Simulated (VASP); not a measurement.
# Y (Fm-3m) in VASP: further runs

The runs below take Y through single point, with PBE.

Program: VASP 6.6.1. These are calculated values, not measurements. Logs are shortened: lines on timing, memory, paths and dates and some standing lists are left out, and cuts for length are marked.

**1. The crystal as given**

Symmetry: Fm-3m, No. 225, cubic system. The conventional cell has a = 5.104 Å, b = 5.104 Å, c = 5.104 Å, α = 90.00°, β = 90.00°, γ = 90.00°. Around Y (site symmetry m-3m) lie 12 Y at 3.61 Å.

This isn't the form of Y at room conditions, which is hcp.

**2. Single point, PBE (volume scaled by 1.02)**

INCAR reads:

```
SYSTEM = Y
PREC = Accurate
ENCUT = 520
EDIFF = 1E-6
ISMEAR = -1
SIGMA = 0.05
LREAL = .FALSE.
LASPH = .TRUE.
NELM = 100
ALGO = Normal
ISIF = 2
LWAVE = .FALSE.
LCHARG = .FALSE.
GGA = PE
NBANDS = 12
```

KPOINTS reads:

```
Automatic mesh
0
G
  9 9 9
  0 0 0
```

POSCAR reads:

```
Y
1.0
    0.0000000000      2.5688921568      2.5688921568
    2.5688921568      0.0000000000      2.5688921568
    2.5688921568      2.5688921568      0.0000000000
Y
1
Direct
    0.0000000000      0.0000000000      0.0000000000
```

Potentials or basis: VASP PAW PBE potentials, release 64 (Y_sv).

Launch:

```sh
$ cat potpaw_PBE.64/Y_sv/POTCAR > POTCAR
$ mpirun -np 1 vasp_std > vasp.out
```

OUTCAR:

```text
SYSTEM = Y
   PREC = Accurate
   ENCUT = 520
   EDIFF = 1E-6
   ISMEAR = -1
   LREAL = .FALSE.
   LASPH = .TRUE.
   NELM = 100
   ISIF = 2
   GGA = PE

 ion  position               nearest neighbor table
   1  0.000  0.000  0.000-

  LATTYP: Found a face centered cubic cell.
 ALAT       =     5.1377843136

  Lattice vectors:

 A1 = (   0.0000000000,   2.5688921568,   2.5688921568)
 A2 = (   2.5688921568,   0.0000000000,   2.5688921568)
 A3 = (   2.5688921568,   2.5688921568,   0.0000000000)

Analysis of symmetry for initial positions (statically):
=====================================================================
 Subroutine PRICEL returns:
 Original cell was already a primitive cell.

 Routine SETGRP: Setting up the symmetry group for a
 face centered cubic supercell.

 Subroutine GETGRP returns: Found 48 space group operations
 (whereof 48 operations were pure point group operations)
 out of a pool of 48 trial point group operations.

The static configuration has the point symmetry O_h .

Analysis of symmetry for dynamics (positions and initial velocities):
=====================================================================
 Subroutine PRICEL returns:
 Original cell was already a primitive cell.

 Routine SETGRP: Setting up the symmetry group for a
 face centered cubic supercell.

 Subroutine GETGRP returns: Found 48 space group operations
 (whereof 48 operations were pure point group operations)
 out of a pool of 48 trial point group operations.

The dynamic configuration has the point symmetry O_h .

 Subroutine INISYM returns: Found 48 space group operations
 (whereof 48 operations are pure point group operations),
 and found     1 'primitive' translations

----------------------------------------------------------------------------------------

                                     Primitive cell

  volume of cell :      33.9053

  direct lattice vectors                    reciprocal lattice vectors
     0.000000000  2.568892157  2.568892157    -0.194636431  0.194636431  0.194636431
     2.568892157  0.000000000  2.568892157     0.194636431 -0.194636431  0.194636431
     2.568892157  2.568892157  0.000000000     0.194636431  0.194636431 -0.194636431

  length of vectors
     3.632962128  3.632962128  3.632962128     0.337120187  0.337120187  0.337120187

  position of ions in fractional coordinates (direct lattice)
     0.000000000  0.000000000  0.000000000

  ion indices of the primitive-cell ions
   primitive index   ion index
                 1           1

----------------------------------------------------------------------------------------

 KPOINTS: Automatic mesh

Automatic generation of k-mesh.
 Grid dimensions read from file:
 generate k-points for:    9    9    9

 Generating k-lattice:

  Cartesian coordinates                     Fractional coordinates (reciprocal lattice)
    -0.021626270  0.021626270  0.021626270     0.111111111  0.000000000  0.000000000
     0.021626270 -0.021626270  0.021626270     0.000000000  0.111111111  0.000000000
     0.021626270  0.021626270 -0.021626270     0.000000000  0.000000000  0.111111111

  Length of vectors
     0.037457799  0.037457799  0.037457799

  Shift w.r.t. Gamma in fractional coordinates (k-lattice)
     0.000000000  0.000000000  0.000000000

 Subroutine IBZKPT returns following result:
 ===========================================

 Found     35 irreducible k-points:

 Following reciprocal coordinates:
            Coordinates               Weight
  0.000000  0.000000  0.000000      1.000000
  0.111111  0.000000  0.000000      8.000000
  0.222222  0.000000  0.000000      8.000000
  0.333333  0.000000  0.000000      8.000000
  0.444444  0.000000  0.000000      8.000000
  0.111111  0.111111  0.000000      6.000000
[... 16 lines left out ...]
 -0.333333  0.333333  0.000000     12.000000
  0.444444  0.444444  0.000000      6.000000
 [... further k-points ...]
   k-points           NKPTS =     35   k-points in BZ     NKDIM =     35   number of bands    NBANDS=     12
   number of dos      NEDOS =    301   number of ions     NIONS =      1
   total plane-waves  NPLWV =  21952
   dimension x,y,z NGX =    28 NGY =   28 NGZ =   28
   dimension x,y,z NGXF=    56 NGYF=   56 NGZF=   56
   ions per type =               1
   NGX,Y,Z   is equivalent  to a cutoff of  12.81, 12.81, 12.81 a.u.
   NGXF,Y,Z  is equivalent  to a cutoff of  25.63, 25.63, 25.63 a.u.
 SYSTEM =  Y
   PREC   = accura    normal or accurate (medium, high low for compatibility)
   ISTART =      0    job   : 0-new  1-cont  2-samecut
   ICHARG =      2    charge: 1-file 2-atom 10-const
   ISPIN  =      1    spin polarized calculation?
   LNONCOLLINEAR =      F non collinear calculations
   LSORBIT =      F    spin-orbit coupling
   LASPH  =      T    aspherical Exc in radial PAW
   ENCUT  =  520.0 eV  38.22 Ry    6.18 a.u.   6.75  6.75  6.75*2*pi/ulx,y,z
   NELM   =    100;   NELMIN=  2; NELMDL= -5     # of ELM steps
   EDIFF  = 0.1E-05   stopping-criterion for ELM
   LREAL  =      F    real-space projection
   EDIFFG = 0.1E-04   stopping-criterion for IOM
   NSW    =      0    number of steps for IOM
   IBRION =     -1    ionic relax: 0-MD 1-quasi-New 2-CG
   NFREE  =      0    steps in history (QN), initial steepest desc. (CG)
   ISIF   =      2    stress and relaxation
   ISYM   =      2    0-nonsym 1-usesym 2-fastsym
   POTIM  = 0.5000    time-step for ionic-motion
   TEBEG  =    0.0;   TEEND  =   0.0 temperature during run
   PSTRESS=    0.0 pullay stress
   NELECT =      11.0000    total number of electrons
   NUPDOWN=      -1.0000    fix difference up-down
   EMIN   =  10.00;   EMAX   =-10.00  energy-range for DOS
   EFERMI =   0.00;   METHOD = LEGACY
   ISMEAR =    -1;   SIGMA  =   0.05  broadening in eV -4-tet -1-fermi 0-gaus
   EFERMI_NEDOS =   21; number of points for ismear=-14 and -15
   IALGO  =     38    algorithm
   IMIX   =      4    mixing-type and parameters
     AMIX     =   0.40;   BMIX     =  1.00
     AMIX_MAG =   1.60;   BMIX_MAG =  1.00
  volume/ion in A,a.u.               =      33.91       228.80
  Fermi-wavevector in a.u.,A,eV,Ry     =   1.124907  2.125766 17.217019  1.265415
  Thomas-Fermi vector in A             =   2.261581
   LORBIT       =      0    0 simple, 1 ext, 2 COOP (PROOUT), +10 PAW based schemes
   GGA     = PE    functional components
   LHFCALC =     F    Hartree Fock is set to
   AEXX    =    0.0000 exact exchange contribution
   IVDW    =     0    specifies the selected vdW correction
   LEPSILON=     F    determine dielectric tensor
   LRPA    =     F    only Hartree local field effects (RPA)
 non-spin polarized calculation
  energy-cutoff  :      520.00
  volume of cell :       33.91
 maximum number of plane-waves:       941
   NGX = 13   NGY = 13   NGZ = 13

 number of electron      11.0000001 magnetization

 Free energy of the ion-electron system (eV)
  ---------------------------------------------------
  ext. energy  EPLUGINS =         0.00000000
  ---------------------------------------------------
  free energy    TOTEN  =        -6.40643972 eV

  energy without entropy =       -6.39245013  energy(sigma->0) =       -6.39944492

 E-fermi :   2.9298     XC(G=0):  -9.3039

 val. band max:        2.8763824248   @ k =  -0.4444   0.2222   0.1111
 cond. band min:       2.9454453356   @ k =   0.3333   0.2222   0.0000
 fundamental gap:      0.0690629109
 Fermi energy:         2.9297690632

 k-point     1 :       0.0000    0.0000    0.0000
  band No.  band energies     occupation
      1     -39.8899      2.00000
      2     -19.6142      2.00000
      3     -19.6142      2.00000
      4     -19.6142      2.00000
      5      -1.7903      2.00000
      6       4.6399      0.00000
      7       4.6399      0.00000
      8       4.6399      0.00000
      9       6.5459      0.00000
     10       6.5459      0.00000
     11      11.7510      0.00000
     12      14.8963      0.00000

 k-point     2 :       0.1111    0.0000    0.0000
  band No.  band energies     occupation
      1     -39.8836      2.00000
      2     -19.6744      2.00000
      3     -19.6219      2.00000
      4     -19.6219      2.00000
      5      -1.4995      2.00000
      6       4.3315      0.00000
      7       4.7676      0.00000
      8       4.7676      0.00000
      9       6.4158      0.00000
     10       6.4158      0.00000
     11      12.3777      0.00000
     12      13.7715      0.00000

 k-point     3 :       0.2222    0.0000    0.0000
  band No.  band energies     occupation
      1     -39.8676      2.00000
      2     -19.8235      2.00000
      3     -19.6414      2.00000
      4     -19.6414      2.00000
      5      -0.7139      2.00000
      6       3.7379      0.00000
      7       4.9026      0.00000
      8       4.9026      0.00000
      9       6.4241      0.00000
     10       6.4241      0.00000
     11      12.1208      0.00000
     12      13.8276      0.00000
[... 286 lines left out ...]
 k-point    23 :      -0.3333    0.3333    0.0000
  band No.  band energies     occupation
      1     -39.8223      2.00000
      2     -19.9459      2.00000
      3     -19.9423      2.00000
      4     -19.7299      2.00000
      5       2.3318      1.99999
      6       2.4602      1.99983
      7       3.5141      0.00002
      8       5.8840      0.00000
      9       7.2440      0.00000
     10       8.2467      0.00000
     11      11.1138      0.00000
     12      11.5992      0.00000

 k-point    24 :       0.4444    0.4444    0.0000
  band No.  band energies     occupation
      1     -39.8201      2.00000
      2     -20.0628      2.00000
      3     -19.7854      2.00000
      4     -19.7854      2.00000
      5       1.2305      2.00000
      6       2.1546      2.00000
      7       4.6366      0.00000
      8       7.8758      0.00000
      9       7.9411      0.00000
     10       7.9411      0.00000
     11      10.8752      0.00000
     12      10.8752      0.00000

 [... further k-points ...]

------------------------ aborting loop because EDIFF is reached ----------------------------------------

  FORCE on cell =-STRESS in cart. coord.  units (eV):
  Direction    XX          YY          ZZ          XY          YZ          ZX
  --------------------------------------------------------------------------------------
  -------------------------------------------------------------------------------------
  Total       -0.3500176     -0.3500176     -0.3500176      0.0000000     -0.0000000      0.0000000
  in kB      -16.5398985    -16.5398985    -16.5398985      0.0000000     -0.0000000      0.0000000
  external PRESSURE =     -16.5398985 kB  Pullay stress =       0.0000000 kB

 VOLUME and BASIS-vectors are now :
 -----------------------------------------------------------------------------
  energy-cutoff  :      520.00
  volume of cell :       33.91
      direct lattice vectors                 reciprocal lattice vectors
     0.000000000  2.568892157  2.568892157    -0.194636431  0.194636431  0.194636431
     2.568892157  0.000000000  2.568892157     0.194636431 -0.194636431  0.194636431
     2.568892157  2.568892157  0.000000000     0.194636431  0.194636431 -0.194636431

 POSITION                                       TOTAL-FORCE (eV/Angst)
 -----------------------------------------------------------------------------------
      0.00000      0.00000      0.00000         0.000000      0.000000      0.000000
 -----------------------------------------------------------------------------------
    total drift:                               -0.000000     -0.000000     -0.000000

  FREE ENERGIE OF THE ION-ELECTRON SYSTEM (eV)
  ---------------------------------------------------
  free  energy   TOTEN  =        -6.4064397214 eV

  energy  without entropy=       -6.3924501254  energy(sigma->0) =       -6.39944492
```

It took 10 s on 1 thread of AMD EPYC 9R45 (Zen 5), shared host; peak memory 0.14 GiB.

What came out:

```yaml
Free_energy: -6.4064 eV
Pressure: -1.7 GPa
Band_gap_on_the_k_mesh: none (metal or under the smearing width)
```

Levels at points of the mesh, in eV from the Fermi level:
| k point | band 2 | band 3 | band 4 | band 5 | band 6 | band 7 | band 8 | band 9 |
| --- | --- | --- | --- | --- | --- | --- | --- | --- |
| (0.00, 0.00, 0.00) | -22.54 | -22.54 | -22.54 | -4.72 | 1.71 | 1.71 | 1.71 | 3.62 |

**3. Single point, PBE (volume scaled by 0.96)**

INCAR reads:

```
SYSTEM = Y
  ALGO = Normal
  EDIFF = 1E-7
  ENCUT = 520
  GGA = PE
  ISIF = 2
  ISMEAR = -1
  LASPH = .True.
  LCHARG = .True.
  LELF = .True.
  LREAL = .False.
  LVHAR = .True.
  LWAVE = .False.
  NBANDS = 12
  NELM = 100
  PREC = Accurate
  SIGMA = 0.05
```

KPOINTS reads:

```
k-points
0
Gamma
  9 9 9
  0 0 0
```

POSCAR reads:

```
Y
1.0
    0.0000000000      2.5175004675      2.5175004675
    2.5175004675      0.0000000000      2.5175004675
    2.5175004675      2.5175004675      0.0000000000
Y
1
Direct
    0.0000000000      0.0000000000      0.0000000000
```

Potentials or basis: VASP PAW PBE potentials, release 64 (Y_sv).

Launch:

```sh
$ cat potpaw_PBE.64/Y_sv/POTCAR > POTCAR
$ mpirun -np 1 vasp_std > vasp.out
```

It took 12 s on 1 thread of AMD EPYC 9R45 (Zen 5), shared host; peak memory 0.14 GiB.

It converged, with:

* Free energy: -6.4130 eV
* Pressure: 0.6 GPa
* Band gap on the k mesh: none (metal or under the smearing width)

Levels at points of the mesh, in eV from the Fermi level:
| k point | band 3 | band 4 | band 5 | band 6 | band 7 | band 8 |
| --- | --- | --- | --- | --- | --- | --- |
| (0.00, 0.00, 0.00) | -22.35 | -22.35 | -4.82 | 1.77 | 1.77 | 1.77 |

**4. Single point, PBE**

INCAR reads:

```
SYSTEM = Y
ALGO = Normal
EDIFF = 1E-7
ENCUT = 520
GGA = PE
ISIF = 2
ISMEAR = -1
LASPH = .True.
LCHARG = .False.
LREAL = .False.
LWAVE = .False.
NBANDS = 12
NELM = 100
PREC = Accurate
SIGMA = 0.05
```

KPOINTS reads:

```
k-points
0
Gamma
  13 13 13
  0 0 0
```

POSCAR reads:

```
Y
1.0
    0.0000000000      2.5519910612      2.5519910612
    2.5519910612      0.0000000000      2.5519910612
    2.5519910612      2.5519910612      0.0000000000
Y
1
Direct
    0.0000000000      0.0000000000      0.0000000000
```

Launch:

```sh
$ cat potpaw_PBE.64/Y_sv/POTCAR > POTCAR
$ mpirun -np 1 vasp_std > vasp.out
```

Wall time 35 s (1 thread of Intel Xeon Platinum 8259CL at 2.50GHz (Skylake/Cascade Lake), shared host); peak memory 0.19 GiB.

It converged, with:

```
Free energy            : -6.4115 eV
Pressure               : -1.0 GPa
Band gap on the k mesh : none (metal or under the smearing width)
```

Levels at points of the mesh, in eV from the Fermi level:
```tsv
k point	band 3	band 4	band 5	band 6	band 7	band 8
(0.00, 0.00, 0.00)	-22.45	-22.45	-4.73	1.76	1.76	1.76
```

**5. Overview**

```tsv
cell	k mesh	gap on the mesh (eV)	pressure (GPa)
volume scaled by 1.02	9 × 9 × 9	none	-1.7
volume scaled by 0.96	9 × 9 × 9	none	0.6
as given	13 × 13 × 13	none	-1.0
```

Alike in all rows: task single point; level PBE; potentials or basis VASP PAW PBE potentials, release 64 (Y_sv); no spin polarisation; cutoff (eV) 520; smearing fermi-dirac 0.05 eV.

Absolute energies hang on the potentials; compare differences alone.
